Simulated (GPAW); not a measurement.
Crystal: Nb.

```
Nb
1.0
    -1.66395    1.66395    1.66395
     1.66395   -1.66395    1.66395
     1.66395    1.66395   -1.66395
Nb
1
Direct
  0.00000 0.00000 0.00000
```

```yaml
Program: GPAW 26.7.0
Task: relaxation of cell and atoms
Functional: PBEsol
Dispersion: D3(BJ)
Potentials_or_basis: PAW data sets generated in the run's folder for this functional
Cutoff: 600 eV
Basis: pw
k_mesh: 11 × 11 × 11
Occupations: fermi-dirac, width 0.05 eV
Spin: no spin polarisation
```

At the start: pressure -14.9 GPa; volume 18.43 Å³/atom.

Problem. Where does the relaxation end?

Solution. Over 15 steps the energy falls by 78.3 meV/atom and the volume is 16.81 Å³/atom (-8.8 %); space group Im-3m (No. 229, to 0.05 Å).

The path:
| step | energy change (eV) | largest force (eV/Å) | pressure (GPa) | volume (Å³) |
| --- | --- | --- | --- | --- |
| 1 | 0.0000 | 0.0000 | -14.91 | 18.43 |
| 2 | -0.0632 | 0.0000 | -7.01 | 17.50 |
| 3 | -0.0664 | 0.0000 | 6.79 | 16.25 |
| 4 | -0.0696 | 0.0000 | 5.73 | 16.33 |
| 5 | -0.0743 | 0.0000 | 3.82 | 16.49 |
| 6 | -0.0777 | 0.0000 | 1.39 | 16.70 |
| 7 | -0.0779 | 0.0000 | -1.15 | 16.92 |
| 8 | -0.0779 | 0.0000 | -1.11 | 16.92 |
| 9 | -0.0780 | 0.0000 | -1.02 | 16.91 |
| 10 | -0.0781 | 0.0000 | -0.91 | 16.90 |
| 11 | -0.0781 | 0.0000 | -0.75 | 16.89 |
| 12 | -0.0782 | 0.0000 | -0.57 | 16.87 |
| 13 | -0.0782 | 0.0000 | -0.37 | 16.85 |
| 14 | -0.0783 | 0.0000 | -0.15 | 16.83 |
| 15 | -0.0783 | 0.0000 | 0.09 | 16.81 |

Final structure:
```cif
data_structure
_symmetry_space_group_name_H-M 'P 1'
_symmetry_Int_Tables_number 1
_cell_length_a 2.7952
_cell_length_b 2.7952
_cell_length_c 2.7952
_cell_angle_alpha 109.471
_cell_angle_beta 109.471
_cell_angle_gamma 109.471
_cell_volume 16.81
loop_
_atom_site_label
_atom_site_type_symbol
_atom_site_fract_x
_atom_site_fract_y
_atom_site_fract_z
_atom_site_occupancy
Nb1 Nb 0.00000 0.00000 0.00000 1
```

Caveat: later steps reuse the first step's grids; pairwise dispersion overbinds metals, which lowers pressure and volume.
